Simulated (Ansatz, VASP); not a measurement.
One calculation of Ru, two programs

INCAR

```
  PREC = Accurate
  ENCUT = 520
  EDIFF = 1E-7
  ISMEAR = -1
  SIGMA = 0.1
  LREAL = F
  LASPH = T
  NELM = 60
  ALGO = Normal
  ISIF = 2
  LWAVE = F
  LCHARG = T
  GGA = PS
  LELF = T
  LVHAR = T
  NBANDS = 28
```

Contents of KPOINTS:

```
Automatic mesh
0
Gamma
  10 10 13
```

File POSCAR:

```
Ru
1.0
    4.2792939240      0.0000000000      0.0000000000
   -2.1396469620      3.7059772485      0.0000000000
    0.0000000000      0.0000000000      2.6856516865
Ru
3
Direct
    0.0000000000      1.0000000000      0.0000000000
    0.3333333333      0.6666666667      0.5000000000
    0.6666666667      0.3333333333      0.5000000000
```

Input for Ansatz:

```yaml
crystal:
  lattice:
    - [4.279293924, 0.0, 0.0]
    - [-2.139646962, 3.7059772485, 0.0]
    - [0.0, 0.0, 2.6856516865]
  atoms:
    - { symbol: Ru, position: [0.0, 1.0, 0.0] }
    - { symbol: Ru, position: [0.3333333333, 0.6666666667, 0.5] }
    - { symbol: Ru, position: [0.6666666667, 0.3333333333, 0.5] }
hamiltonian:
  xc: pbesol
  pseudopotentials:
    kind: paw
    azcp:
      Ru: "pseudopotentials/Ru.paw.azcp"
basis:
  ecutwfc: 420
  fft_grid_basis: typed
kpoints:
  mp_grid: { grid: [10, 10, 13], shift: [0, 0, 0] }
magnetization:
  spin_polarized: false
scf:
  occupations: { method: fermi_dirac, width: 0.1 }
  lower_state_search: "off"
output:
  stress: true
  write_density: true
  write_potential: true
  elf: true
  volumetric_format: npy
```

Alike in both runs: task single point; functional PBEsol; k mesh 10 × 10 × 13; occupations fermi-dirac, width 0.1 eV; no spin polarisation.

|  | VASP | Ansatz |
| --- | --- | --- |
| version | VASP 6.6.1 | Ansatz 0.2.0 |
| potentials or method | VASP PAW PBE potentials, release 64 (Ru_pv) | plane waves (420 eV) with PAW, scalar-relativistic |
| plane-wave cutoff (eV) | 520 | 420 |
| valence electrons in the cell | 42 | 48 |

```tsv
	VASP	Ansatz	Ansatz less VASP
pressure (GPa)	-11.7	-11.6	+0.03
largest component of the traceless stress (GPa)	1.23	1.32	+0.096
```

The functional is the same, so the differences come from potentials, cutoffs and numerics. The two sets of potentials don't hold the same shells in valence. Ansatz warned: «pseudo_functional_mismatch».

Caveats: the PAW data sets were made with another functional, which shifts forces and pressure a little (VASP).
